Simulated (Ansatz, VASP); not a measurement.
## Two plane-wave programs on InAs

```xyz
2
Lattice="0.0000 3.0384 3.0384 3.0384 0.0000 3.0384 3.0384 3.0384 0.0000" Properties=species:S:1:pos:R:3 pbc="T T T"
In    4.5576    4.5576    4.5576
As    0.0000    0.0000    0.0000
```

Alike in both runs: functional PBE; k mesh 12 × 12 × 12; occupations gaussian, width 0.1 eV; no spin polarisation.

Ansatz relaxed the structure, and its values are those at the end. VASP's run is a single point on that final structure, the one shown.

```csv
,VASP,Ansatz
version,VASP 6.6.1,Ansatz 0.2.0
potentials or method,"VASP PAW PBE potentials, release 64 (In_d, As)","scalar-relativistic, plane waves, PAW"
plane-wave cutoff (eV),520,420
valence electrons in the cell,18,28
```

```tsv
	VASP	Ansatz	Ansatz less VASP
gap on the k mesh at the Fermi level (eV)	none	none	-
pressure (GPa)	3.0	3.0	-0.07
```

A gap of «none» marks a metal or a gap that the smearing closes. The functional is the same, so the differences come from potentials, cutoffs and numerics. The two sets of potentials don't hold the same shells in valence.
